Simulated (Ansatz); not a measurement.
In doubt: masses and optical values from hybrid runs of this build are listed as unsure (in some of the runs), which bears on the screening that GW takes from such a start.

Consider Al2O3 (Corundum).

```xyz
10
Lattice="2.3803 1.3742 4.3319 -2.3803 1.3742 4.3319 0.0000 -2.7485 4.3319" Properties=species:S:1:pos:R:3 pbc="T T T"
Al    0.0000    0.0000    4.5765
Al    0.0000    0.0000    1.9213
Al    0.0000    0.0000    8.4191
Al    0.0000    0.0000   11.0743
O    -0.9203    1.3742    7.5808
O    -0.7300   -1.4841    7.5808
O     1.6503    0.1099    7.5808
O     0.9203   -1.3742    5.4148
O     0.7300    1.4841    5.4148
O    -1.6503   -0.1099    5.4148
```

The cell and positions come from the Crystallography Open Database and are kept as given unless a step says otherwise. PAW set soft_2, made with PBE.

Gaps computed with Ansatz 0.2.0 without a self-energy: HSE06 8.08 eV, r2SCAN 7.11 eV and PBE0 8.83 eV.

Q: Estimate the G0W0@HSE06 gap with 4×4×4 mesh, 466 empty bands, screening to 180 eV, default PAW files.

About 9.77 eV: on its mesh the run moves the gap from 8.08 eV by +1.69 eV. Among the scalar-relativistic levels given, PBE0 is nearest (−0.94 eV). Bands and cutoff are finite, so the gap is not at the basis limit. The miss can reach some tenths of an eV and take either sign; the mesh is an error of its own.

[Paths, hosts, dates, memory and timing lines, banners, echoed tables and standing remarks are left out of the program output.]

[Logs are printed without paths, hosts, clocks, repeated set-up lines and the standing remarks that a program may print on its own settings, such as how far it seeks lower states.]

[Runs of the session that timed out or met a known fault of the program may be left out.]

[Cells called generated may have been cut or substituted from an entry of the Crystallography Open Database or the Materials Project.]

[Hosts, paths, dates, database ids (printed as entryN), source tags and the programs' standing remarks are cut or masked in the printed files.]
